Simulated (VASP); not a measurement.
# Pb: restarted molecular dynamics, 2 variants

Pb, P6_3/mmc (no. 194), 16 atoms in the cell. PBE, molecular dynamics; PAW potentials Pb (PBE set).

| Restart from | Temperature at the end (K) | The same without a restart (K) | Potential energy at the end (eV/atom) | The same without a restart (eV/atom) | Electronic steps in the first step after the restart | Time (s) |
|---|---|---|---|---|---|---|
| CONTCAR with velocities, WAVECAR read | 534.0 | 534.0 | -3.53655 | -3.53655 | 4 | 296 |
| CONTCAR with velocities, no WAVECAR | 534.0 | 534.0 | -3.53655 | -3.53655 | 16 | 309 |

Limits: 240 fs of 16 atoms are too short for converged averages.

## Input of the first row

INCAR.step1:
```
ALGO     = Fast           # electronic algorithm
EDIFF    = 1E-6           # SCF threshold, eV
ENCUT    = 200            # plane-wave cutoff, eV
GGA      = PE             # functional
IBRION   = 0              # ionic algorithm
ISIF     = 2              # what is computed and relaxed
ISMEAR   = -1             # smearing method
ISYM     = 0            
KPAR     = 2            
LASPH    = T              # aspherical terms in the spheres
LCHARG   = F              # write CHGCAR
LREAL    = Auto         
LWAVE    = T              # write WAVECAR
MDALGO   = 4            
NELM     = 60             # most SCF steps
NELMIN   = 4            
NHC_NCHAINS= 3            
NHC_PERIOD= 30           
NSW      = 30             # ionic steps
POTIM    = 4.0            # step
PREC     = Normal         # precision mode
RANDOM_SEED= 489251 0 0   
SIGMA    = 0.05           # smearing width, eV
TEBEG    = 600           
```

INCAR.step2, as INCAR.step1 but for:
```
- LWAVE = T
+ LWAVE = F
```

KPOINTS:
```
k-points
0
Monkhorst-Pack
  2 2 1
```

POSCAR.step1:
```
Pb
1.0
    6.9600000000      0.0000000000      0.0000000000
    0.0000000000      6.0275368104      0.0000000000
    0.0000000000      0.0000000000     11.1800000000
Pb
16
Direct
    0.2500000000      0.1666666666      0.3750000000
    0.2500000000      0.1666666666      0.8750000000
    0.7500000000      0.1666666666      0.3750000000
    0.7500000000      0.1666666666      0.8750000000
    0.0000000001      0.6666666666      0.3750000000
    0.0000000001      0.6666666666      0.8750000000
    0.5000000000      0.6666666666      0.3750000000
    0.5000000000      0.6666666666      0.8750000000
    0.0000000000      0.3333333334      0.1250000000
    0.0000000000      0.3333333334      0.6250000000
    0.5000000000      0.3333333334      0.1250000000
    0.5000000000      0.3333333334      0.6250000000
    0.2499999999      0.8333333333      0.1250000000
    0.2499999999      0.8333333333      0.6250000000
    0.7499999999      0.8333333333      0.1250000000
    0.7499999999      0.8333333333      0.6250000000
```

Commands (each step's output is kept before the next begins):
```
cat potpaw_PBE.64/Pb/POTCAR > POTCAR
cp INCAR.step1 INCAR
cp POSCAR.step1 POSCAR
mpirun -np 2 vasp_std > vasp.out
cp CONTCAR POSCAR
cp INCAR.step2 INCAR
mpirun -np 2 vasp_std > vasp.out
```

Changes of the last row against the first:
```
(step 1)
- LWAVE = True
+ LWAVE = False
```

VASP 6.6.1 took 296 s on 2 cores (AMD EPYC 7R13 (Zen 3)), a shared host.
